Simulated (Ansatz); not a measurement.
# An added H started as a split pair with a Se atom in rocksalt PbSe, 65 atoms, charge +1

All numbers come from Ansatz (PAW, plane waves, no spin–orbit coupling) at the single k point (¼, ¼, ¼) without its symmetry partners. The atoms were relaxed with PBEsol in a fixed cell; other functionals are single points on those atoms unless said otherwise. The valence top and gap of the host come from the perfect supercell at Γ, which can miss a band edge that doesn't fold there, PBEsol gap 0.11 eV, HSE06 gap 0.71 eV, r²SCAN gap 0.52 eV. The charge correction uses an assumed dielectric constant of 210.

Cell: a = 12.200 Å, b = 12.200 Å, c = 12.200 Å, α = 90.00°, β = 90.00°, γ = 90.00°.

Nearest atoms after relaxation, from the placed atom (for vacancies from the middle of the vacant sites): Se at 1.52 Å, Pb at 2.54 Å, Pb at 2.55 Å, Se at 2.65 Å, Pb at 3.37 Å, Pb at 3.57 Å.

Chemical potentials μ are those of reference phases of the elements at zero temperature by the same functional (the usual solids, diamond for C, grey Sn, and the molecules H2, N2, O2, F2, Cl2, Br2 and S8).

| functional | E(defect) − E(host) − Σ nμ + q·E_VBM (eV) | monopole (eV) | alignment (eV) | formation energy at E_F = VBM (eV) | moment (μB) | wall time, shared host |
| --- | --- | --- | --- | --- | --- | --- |
| PBEsol | 0.89 | 0.01 | -0.05 | 0.85 | 0 (no spin) | 7.5 s on NVIDIA GB200 (relaxation) |

(1) Estimate the formation energy and moment that HSE06 gives on these atoms.

(2) How does the monopole term follow by hand for this cubic cell?

All elements are taken at their own reference at once; growth conditions in equilibrium with the host shift these energies, by up to the host's formation enthalpy.

One k point and a cell of this size can leave errors of several tenths of an eV in such numbers.

## Answers

(1) 0.83 eV at E_F = VBM (0.86 eV before the monopole term 0.01 eV and the alignment -0.04 eV), moment 0 (no spin). r²SCAN gives 1.03 eV.

(2) q²·α·e²/(4πε₀)/(2εL) with the Madelung constant α = 2.837 and e²/4πε₀ = 14.40 eV·Å: 1 × 2.837 × 14.40 / (2 × 210 × 12.200) = 0.01 eV.
